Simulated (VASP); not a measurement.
# Li (P6_3/mmc) in VASP: notebook, part 2 of 2

VASP 6.6.1.

## 5. Single point, LDA

This run uses another cell than the first one, of 18.22 Å³/atom, 0.960 times its volume.

INCAR reads:

```
ALGO     = Normal         # electronic algorithm
EDIFF    = 1E-6           # SCF threshold, eV
ENCUT    = 520            # plane-wave cutoff, eV
ISIF     = 2              # what is computed and relaxed
ISMEAR   = -1             # smearing method
LASPH    = T              # aspherical terms in the spheres
LCHARG   = F              # write CHGCAR
LREAL    = F              # projectors in reciprocal space
LWAVE    = F              # write WAVECAR
NBANDS   = 14             # bands
NELM     = 80             # most SCF steps
PREC     = Accurate       # precision mode
SIGMA    = 0.1            # smearing width, eV
```

KPOINTS reads:

```
k-points
0
Gamma
  14 14 4
```

POSCAR reads:

```
Li
1.0
    2.9565900454      0.0000000000      0.0000000000
   -1.4782950227      2.5604820879      0.0000000000
    0.0000000000      0.0000000000      9.6284329377
Li
4
Direct
    1.0000000000      1.0000000000      0.0000000000
    1.0000000000      1.0000000000      0.5000000000
    0.3333333333      0.6666666667      0.2500000000
    0.6666666667      0.3333333333      0.7500000000
```

Potentials or basis: VASP PAW LDA potentials, release 64 (Li_sv).

On the command line:

```sh
> cat potpaw_LDA.64/Li_sv/POTCAR > POTCAR
> mpirun -np 1 vasp_std > vasp.out
```

OUTCAR:

```text
EDIFF = 1E-6
   ENCUT = 520
   ISIF = 2
   ISMEAR = -1
   LASPH = T
   LREAL = F
   NELM = 80
   PREC = Accurate

 ion  position               nearest neighbor table
   1  0.000  0.000  0.000-
   2  0.000  0.000  0.500-
   3  0.333  0.667  0.250-
   4  0.667  0.333  0.750-

  LATTYP: Found a hexagonal cell.
 ALAT       =     2.9565900454
 C/A-ratio  =     3.2566006074

  Lattice vectors:

 A1 = (   2.9565900454,   0.0000000000,   0.0000000000)
 A2 = (  -1.4782950227,   2.5604820879,   0.0000000000)
 A3 = (   0.0000000000,   0.0000000000,   9.6284329377)

Analysis of symmetry for initial positions (statically):
=====================================================================
 Subroutine PRICEL returns:
 Original cell was already a primitive cell.

 Routine SETGRP: Setting up the symmetry group for a
 hexagonal supercell.

 Subroutine GETGRP returns: Found 24 space group operations
 (whereof 12 operations were pure point group operations)
 out of a pool of 24 trial point group operations.

The static configuration has the point symmetry D_3d.
 The point group associated with its full space group is D_6h.

Analysis of symmetry for dynamics (positions and initial velocities):
=====================================================================
 Subroutine PRICEL returns:
 Original cell was already a primitive cell.

 Routine SETGRP: Setting up the symmetry group for a
 hexagonal supercell.

 Subroutine GETGRP returns: Found 24 space group operations
 (whereof 12 operations were pure point group operations)
 out of a pool of 24 trial point group operations.

The dynamic configuration has the point symmetry D_3d.
 The point group associated with its full space group is D_6h.

 Subroutine INISYM returns: Found 24 space group operations
 (whereof 12 operations are pure point group operations),
 and found     1 'primitive' translations

----------------------------------------------------------------------------------------

                                     Primitive cell

  volume of cell :      72.8901

  direct lattice vectors                    reciprocal lattice vectors
     2.956590045  0.000000000  0.000000000     0.338227480  0.195275727  0.000000000
    -1.478295023  2.560482088  0.000000000     0.000000000  0.390551453  0.000000000
     0.000000000  0.000000000  9.628432938     0.000000000  0.000000000  0.103859061

  length of vectors
     2.956590045  2.956590045  9.628432938     0.390551453  0.390551453  0.103859061

  position of ions in fractional coordinates (direct lattice)
     0.000000000  0.000000000  0.000000000
     0.000000000  0.000000000  0.500000000
     0.333333333  0.666666667  0.250000000
     0.666666667  0.333333333  0.750000000

  ion indices of the primitive-cell ions
   primitive index   ion index
                 1           1
                 2           2
                 3           3
                 4           4

----------------------------------------------------------------------------------------

[... 51 lines left out ...]
   k-points           NKPTS =     72   k-points in BZ     NKDIM =     72   number of bands    NBANDS=     14
   number of dos      NEDOS =    301   number of ions     NIONS =      4
   total plane-waves  NPLWV =  41472
   dimension x,y,z NGX =    24 NGY =   24 NGZ =   72
   dimension x,y,z NGXF=    48 NGYF=   48 NGZF=  144
   ions per type =               4
   NGX,Y,Z   is equivalent  to a cutoff of  13.49, 13.49, 12.43 a.u.
   NGXF,Y,Z  is equivalent  to a cutoff of  26.99, 26.99, 24.86 a.u.
 SYSTEM =  unknown system
   PREC   = accura    normal or accurate (medium, high low for compatibility)
   ISTART =      0    job   : 0-new  1-cont  2-samecut
   ICHARG =      2    charge: 1-file 2-atom 10-const
   ISPIN  =      1    spin polarized calculation?
   LNONCOLLINEAR =      F non collinear calculations
   LSORBIT =      F    spin-orbit coupling
   LASPH  =      T    aspherical Exc in radial PAW
   ENCUT  =  520.0 eV  38.22 Ry    6.18 a.u.   5.50  5.50 17.90*2*pi/ulx,y,z
   NELM   =     80;   NELMIN=  2; NELMDL= -5     # of ELM steps
   EDIFF  = 0.1E-05   stopping-criterion for ELM
   LREAL  =      F    real-space projection
   EDIFFG = 0.1E-04   stopping-criterion for IOM
   NSW    =      0    number of steps for IOM
   IBRION =     -1    ionic relax: 0-MD 1-quasi-New 2-CG
   NFREE  =      0    steps in history (QN), initial steepest desc. (CG)
   ISIF   =      2    stress and relaxation
   ISYM   =      2    0-nonsym 1-usesym 2-fastsym
   POTIM  = 0.5000    time-step for ionic-motion
   TEBEG  =    0.0;   TEEND  =   0.0 temperature during run
   PSTRESS=    0.0 pullay stress
   NELECT =      12.0000    total number of electrons
   NUPDOWN=      -1.0000    fix difference up-down
   EMIN   =  10.00;   EMAX   =-10.00  energy-range for DOS
   EFERMI =   0.00;   METHOD = LEGACY
   ISMEAR =    -1;   SIGMA  =   0.10  broadening in eV -4-tet -1-fermi 0-gaus
   EFERMI_NEDOS =   21; number of points for ismear=-14 and -15
   IALGO  =     38    algorithm
   IMIX   =      4    mixing-type and parameters
     AMIX     =   0.40;   BMIX     =  1.00
     AMIX_MAG =   1.60;   BMIX_MAG =  1.00
  volume/ion in A,a.u.               =      18.22       122.97
  Fermi-wavevector in a.u.,A,eV,Ry     =   0.897248  1.695553 10.953421  0.805054
  Thomas-Fermi vector in A             =   2.019808
   LORBIT       =      0    0 simple, 1 ext, 2 COOP (PROOUT), +10 PAW based schemes
   GGA     = CA    functional components
   LHFCALC =     F    Hartree Fock is set to
   AEXX    =    0.0000 exact exchange contribution
   IVDW    =     0    specifies the selected vdW correction
   LEPSILON=     F    determine dielectric tensor
   LRPA    =     F    only Hartree local field effects (RPA)
 non-spin polarized calculation
  energy-cutoff  :      520.00
  volume of cell :       72.89
 maximum number of plane-waves:      2016
 NGX is ok and might be reduce to    24
   NGX = 11   NGY = 11   NGZ = 35

 number of electron      12.0000010 magnetization

 Free energy of the ion-electron system (eV)
  ---------------------------------------------------
  ext. energy  EPLUGINS =         0.00000000
  ---------------------------------------------------
  free energy    TOTEN  =        -8.21412181 eV

  energy without entropy =       -8.15298505  energy(sigma->0) =       -8.18355343

 E-fermi :   0.8991     XC(G=0):  -7.4182

 val. band max:        0.8885185762   @ k =   0.1429   0.1429   0.5000
 cond. band min:       0.9019806021   @ k =   0.4286   0.0714   0.5000
 fundamental gap:      0.0134620259
 Fermi energy:         0.8990693497

 k-point     1 :       0.0000    0.0000    0.0000
  band No.  band energies     occupation
      1     -44.5433      2.00000
      2     -44.5285      2.00000
      3     -44.5268      2.00000
      4     -44.5121      2.00000
      5      -2.7067      2.00000
      6      -1.5716      2.00000
      7      -1.5710      2.00000
      8       0.8540      1.22153
      9       4.2724      0.00000
     10       9.5117      0.00000
     11       9.5172      0.00000
     12      14.1524      0.00000
     13      14.1524      0.00000
     14      14.7803      0.00000
[... 377 lines left out ...]
      1     -44.5068      2.00000
      2     -44.5062      2.00000
      3     -44.5045      2.00000
      4     -44.5038      2.00000
      5       2.1260      0.00001
      6       2.5245      0.00000
      7       2.9557      0.00000
      8       3.1031      0.00000
      9       3.7057      0.00000
     10       3.9233      0.00000
     11       5.2325      0.00000
     12       5.5744      0.00000
     13       7.4377      0.00000
     14       7.9069      0.00000

 [... further k-points ...]

------------------------ aborting loop because EDIFF is reached ----------------------------------------

  FORCE on cell =-STRESS in cart. coord.  units (eV):
  Direction    XX          YY          ZZ          XY          YZ          ZX
  --------------------------------------------------------------------------------------
  -------------------------------------------------------------------------------------
  Total        0.2384025      0.2384025      0.2644013     -0.0000000      0.0000000      0.0000000
  in kB        5.2402619      5.2402619      5.8117341     -0.0000000      0.0000000      0.0000000
  external PRESSURE =       5.4307527 kB  Pullay stress =       0.0000000 kB

 VOLUME and BASIS-vectors are now :
 -----------------------------------------------------------------------------
  energy-cutoff  :      520.00
  volume of cell :       72.89
      direct lattice vectors                 reciprocal lattice vectors
     2.956590045  0.000000000  0.000000000     0.338227480  0.195275727  0.000000000
    -1.478295023  2.560482088  0.000000000     0.000000000  0.390551453  0.000000000
     0.000000000  0.000000000  9.628432938     0.000000000  0.000000000  0.103859061

 POSITION                                       TOTAL-FORCE (eV/Angst)
 -----------------------------------------------------------------------------------
      0.00000      0.00000      0.00000        -0.000000      0.000000     -0.000000
      0.00000      0.00000      4.81422        -0.000000      0.000000     -0.000000
     -0.00000      1.70699      2.40711         0.000000      0.000000     -0.000000
      1.47830      0.85349      7.22132         0.000000     -0.000000      0.000000
 -----------------------------------------------------------------------------------
    total drift:                               -0.000000      0.000000      0.000000

  FREE ENERGIE OF THE ION-ELECTRON SYSTEM (eV)
  ---------------------------------------------------
  free  energy   TOTEN  =        -8.2141218098 eV

  energy  without entropy=       -8.1529850488  energy(sigma->0) =       -8.18355343
```

Wall time 19 s (1 thread of Intel Xeon 6975P-C (Granite Rapids), shared host); peak memory 0.17 GiB.

Results:

- Free energy: -8.2141 eV
- Band gap on the k mesh: none (metal or under the smearing width)

Levels at points of the mesh, in eV from the Fermi level:
| k point | band 2 | band 3 | band 4 | band 5 | band 6 | band 7 | band 8 | band 9 | band 10 | band 11 |
| --- | --- | --- | --- | --- | --- | --- | --- | --- | --- | --- |
| (0.00, 0.00, 0.00) | -45.43 | -45.43 | -45.41 | -3.61 | -2.47 | -2.47 | -0.05 | 3.37 | 8.61 | 8.62 |
| (0.50, 0.00, 0.00) | -45.41 | -45.41 | -45.40 | -0.09 | 0.54 | 0.69 | 1.36 | 3.77 | 3.78 | 5.26 |
| (0.00, 0.00, 0.50) | -45.44 | -45.42 | -45.42 | -3.32 | -3.32 | -1.12 | -1.12 | 5.16 | 5.16 | 12.66 |
| (0.50, 0.00, 0.50) | -45.41 | -45.40 | -45.40 | 0.11 | 0.11 | 1.13 | 1.13 | 4.03 | 4.03 | 4.95 |

Caveat: the cutoff is under 1.25 times the usual one of these potentials, so pressure, stress and relaxed cells hold a basis-set (Pulay) error.

## 6. The runs side by side

| cell | k mesh | gap on the mesh (eV) |
| --- | --- | --- |
| P6_3/mmc, 18.98 Å³/atom | 16 × 16 × 5 | none |
| P6_3/mmc, 20.5 Å³/atom | 14 × 14 × 4 | none |
| P6_3/mmc, 16.7 Å³/atom | 14 × 14 × 4 | none |
| P6_3/mmc, 18.22 Å³/atom | 14 × 14 × 4 | none |

Alike in all rows: task single point; level LDA; potentials or basis VASP PAW LDA potentials, release 64 (Li_sv); no spin polarisation; cutoff (eV) 520; smearing fermi-dirac 0.1 eV.

Every run on the cell as given and a fine mesh finds a metal.

Caveats: the cutoff is under 1.25 times the usual one of these potentials, so pressure, stress and relaxed cells hold a basis-set (Pulay) error.

Total energies depend on the potentials used, so only differences within one code and one set of settings carry meaning.
